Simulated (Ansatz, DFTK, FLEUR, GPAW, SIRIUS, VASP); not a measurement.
## InP: 6 runs at one level of theory

```xyz
2
Lattice="0.0000 2.9305 2.9305 2.9305 0.0000 2.9305 2.9305 2.9305 0.0000" Properties=species:S:1:pos:R:3 pbc="T T T"
In    0.0000    0.0000    0.0000
P     4.3957    4.3957    4.3957
```

Alike in all runs: task equation of state; functional PBEsol; k mesh 8 × 8 × 8; occupations fermi-dirac, width 0.05 eV; no spin polarisation; no spin-orbit coupling.

```json
{"program and potentials": "GPAW, PAW data sets generated for this functional", "plane-wave cutoff (eV)": "600", "notes": "-", "equilibrium volume (Å³/atom)": "25.32", "bulk modulus (GPa)": "67.5"}
{"program and potentials": "VASP, PBE PAW files In_d, P, 520 eV", "plane-wave cutoff (eV)": "520", "notes": "potentials made for PBE", "equilibrium volume (Å³/atom)": "25.40", "bulk modulus (GPa)": "66.6"}
{"program and potentials": "Ansatz, all-electron LAPW, scalar-relativistic", "plane-wave cutoff (eV)": "-", "notes": "-", "equilibrium volume (Å³/atom)": "25.39", "bulk modulus (GPa)": "66.7"}
{"program and potentials": "FLEUR, all-electron, FLAPW", "plane-wave cutoff (eV)": "-", "notes": "-", "equilibrium volume (Å³/atom)": "25.39", "bulk modulus (GPa)": "66.7"}
{"program and potentials": "SIRIUS, PseudoDojo 0.4.1 PBEsol standard (scalar relativistic)", "plane-wave cutoff (eV)": "960", "notes": "-", "equilibrium volume (Å³/atom)": "25.43", "bulk modulus (GPa)": "66.5"}
{"program and potentials": "DFTK, PseudoDojo SR PBEsol 0.4.1 standard (PBEsol)", "plane-wave cutoff (eV)": "952", "notes": "-", "equilibrium volume (Å³/atom)": "25.43", "bulk modulus (GPa)": "66.5"}
```

The equilibrium volume spans 25.32 (GPAW, PAW data sets generated for this functional) to 25.43 Å³/atom (DFTK, PseudoDojo SR PBEsol 0.4.1 standard (PBEsol)), with all-electron results at 25.39. The bulk modulus spans 66.5 (SIRIUS, PseudoDojo 0.4.1 PBEsol standard (scalar relativistic)) to 67.5 GPa (GPAW, PAW data sets generated for this functional), with all-electron results at 66.7.

The functional is the same throughout but for its coding, so the spread measures potentials, basis and numerics; runs on potential files found faulty are left out.

The six runs describe nearly the same equation of state, and the bulk modulus falls as the equilibrium volume grows in every case where the volumes differ. This is the expected coupling: stretched, partly ionic In–P sp³ bonds resist compression less. The higher GPAW modulus, 67.5 against 66.7 GPa for the all-electron codes, is about what its smaller volume would produce through the normal pressure dependence of the stiffness, so it need not signal a separate error in the curvature.

SIRIUS and DFTK coincide at 25.43 Å³/atom with the same potential family, which suggests that their small offset from the all-electron volume comes from the potentials rather than the codes. VASP lies closer to the all-electron result with PBE potentials than GPAW does with PBEsol data sets, so matching the functional does not by itself guarantee the smaller error. The GPAW deviation probably reflects data-set construction, perhaps the treatment of the shallow In 4d shell, or remaining numerical differences. Agreement among the codes does not establish how accurately PBEsol describes real InP.
